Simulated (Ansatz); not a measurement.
## CuAu under changes of volume

One of the cells (14.556 Å³/atom); the others are scaled copies at fixed shape and fractional positions:

```
CELL_PARAMETERS angstrom
2.81075 0.00000 0.00000
0.00000 2.81075 0.00000
0.00000 0.00000 3.68500
ATOMIC_POSITIONS crystal
Au 0.00000 0.00000 0.00000
Cu 0.50000 0.50000 0.50000
```

- Program: Ansatz 0.2.0
- Functional: PBE
- Potentials or basis: all-electron LAPW, scalar-relativistic
- Cutoff: 292 eV (chosen from the basis error)
- Basis error allowed: 0.0005 eV/atom
- k mesh: 9 × 9 × 7
- Occupations: fermi-dirac, width 0.05 eV
- Spin: no spin polarisation

```csv
volume (Å³/atom),energy over the lowest point (meV/atom),pressure (GPa)
13.683,?,?
13.974,34.81,12.1
14.265,16.57,8.1
14.556,5.24,4.5
14.847,0.00,1.4
15.139,0.10,-1.4
15.430,4.88,-3.8
```

**Question.** What does the run at 13.683 Å³/atom give?

**Answer.** Energy over the lowest point 60.86 meV/atom; pressure 16.7 GPa.

Worked out: A Birch-Murnaghan fit of order 3 (a polynomial in V^(-2/3)) to the other rows has its minimum at 14.99 Å³/atom with B0 = V·E''(V) = 142 GPa and B' = 5.8 at fixed shape and positions, which overstates the stiffness. It gives 60.94 meV/atom at 13.683 Å³/atom, against the run's 60.86, and -dE/dV = 16.8 GPa, against 16.7.

Energies are extrapolated to zero smearing.
